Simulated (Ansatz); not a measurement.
Runs of Ansatz 0.2.0 on Rh. The structure is hexagonal, space group P6_3/mmc (No. 194). The conventional cell has a = 2.731 Å, b = 2.731 Å, c = 4.428 Å, α = 90.00°, β = 90.00°, γ = 120.00°. Rh (site symmetry -6m2) is surrounded by 12 Rh at 2.72 to 2.73 Å. This isn't the form of Rh at room conditions, which is fcc.

| task | level | spin | cell | k mesh | cutoff (eV) | points for each segment of the path | gap on the mesh (eV) | pressure (GPa) | relaxed volume (Å³/atom) |
| --- | --- | --- | --- | --- | --- | --- | --- | --- | --- |
| relaxation of cell and atoms | PBE0 | off | relaxed | 6 × 6 × 3 | 420 | - | none | 0.0 | 13.51 |
| single point | PBE0 | off | as given | 6 × 6 × 3 | 420 | - | none | -14.7 | - |
| single point | HSE06 | SOC, no magnetisation | as given | 5 × 5 × 3 | 420 | - | none | -11.3 | - |
| band structure | HSE03 | off | as given | 6 × 6 × 3 | 420 | 4 | none | -13.4 | - |
| band structure | HSE06 | off | as given | 6 × 6 × 3 | 420 | 4 | none | (a) | - |
| single point | PBEsol0 | off | as given | 6 × 6 × 3 | 420 | - | none | -21.9 | - |
| relaxation of cell and atoms | HSE06 | off | relaxed | 6 × 6 × 3 | 420 | - | none | 0.0 | 13.53 |
| single point | PBE0 | SOC, no magnetisation | as given | 5 × 5 × 3 | 420 | - | none | -11.3 | - |
| relaxation of cell and atoms | HSEsol | off | relaxed | 6 × 6 × 3 | 420 | - | none | 0.0 | (b) |
| relaxation of cell and atoms | PBEsol0 | off | relaxed | 6 × 6 × 3 | 420 | - | none | 0.0 | (c) |
| single point | r2SCANh | off | as given | 6 × 6 × 3 | 500 | - | none | -13.0 | - |
| band structure | HSEsol | off | as given | 6 × 6 × 3 | 420 | 4 | none | -20.7 | - |

Alike in all rows: potentials or basis Ansatz PAW; smearing fermi-dirac 0.05 eV; the mesh is coarse, so values aren't converged.

**Question.** Estimate the missing entries.

**Answer.** (a) -14.3; (b) 13.22; (c) 13.17.

Caveats: all runs use coarse meshes; the PAW data sets come from PBE, with cores solved anew for the run's functional, which leaves a small shift of forces and pressure; the thresholds are loose for stress (some runs); the plane-wave basis is chosen anew once the cell has moved, so the energies of steps on either side of that aren't comparable (some runs); so large a pressure means that the cell lies far from this level's equilibrium, or that cutoff or potentials fall short (some runs).

A k mesh can miss the band edges, and rows without SOC leave out spin-orbit coupling on Rh.

A gap of «none» marks a metal or a gap under the smearing width.
